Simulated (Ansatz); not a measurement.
**How far is PAW off for TiO₂?**

```yaml
crystal:
  lattice:
    - [-1.87357, 1.87357, 4.75700]
    - [1.87357, -1.87357, 4.75700]
    - [1.87357, 1.87357, -4.75700]
  atoms:
    - { symbol: Ti, position: [0.00000, 0.00000, 0.00000] }
    - { symbol: Ti, position: [0.75000, 0.25000, 0.50000] }
    - { symbol: O, position: [0.20660, 0.20660, 0.00000] }
    - { symbol: O, position: [0.95660, 0.45660, 0.50000] }
    - { symbol: O, position: [0.54340, 0.04340, 0.50000] }
    - { symbol: O, position: [0.79340, 0.79340, 0.00000] }
```

Atom numbers follow the list: Ti1, Ti2, O3, O4, O5, O6.

The geometry is COD entry 9009086, unchecked; take it as a test cell. The listed cell was then made from it by scaling, straining or moving an atom.

Levels of theory: DFT, PBE, PAW with Ansatz's default frozen-core files, scalar-relativistic (Ansatz 0.2.0); DFT, PBE, all-electron PAW with datasets made for the crystal, scalar-relativistic (Ansatz 0.2.0); DFT, PBE, all-electron LAPW, scalar-relativistic (Ansatz 0.2.0).

For PAW: a Γ-centred 13×13×13 k mesh, Fermi–Dirac smearing of 0.08 eV, cutoff 420 eV, no spin polarisation. The crystal-made all-electron datasets (AE datasets) take a cutoff of 480 eV at this cell. LAPW targets a basis error of 1 meV/atom. The Ansatz runs share mesh, smearing and spin set-up. Plane-wave (PAW) pressures include the program's estimate of the Pulay term.

Stress and pressure are positive in compression.

The change that made this cell: equal xx and yy strain of -1 %.

```
             quantity    PAW  AE datasets   LAPW
       pressure (GPa)  10.62        10.63  10.63
      stress xx (GPa)  10.01        10.03  10.02
      stress zz (GPa)  11.83        11.84  11.84
force on O3, z (eV/Å)  0.323        0.327  0.326
        band gap (eV)  2.235        2.227  2.228
```
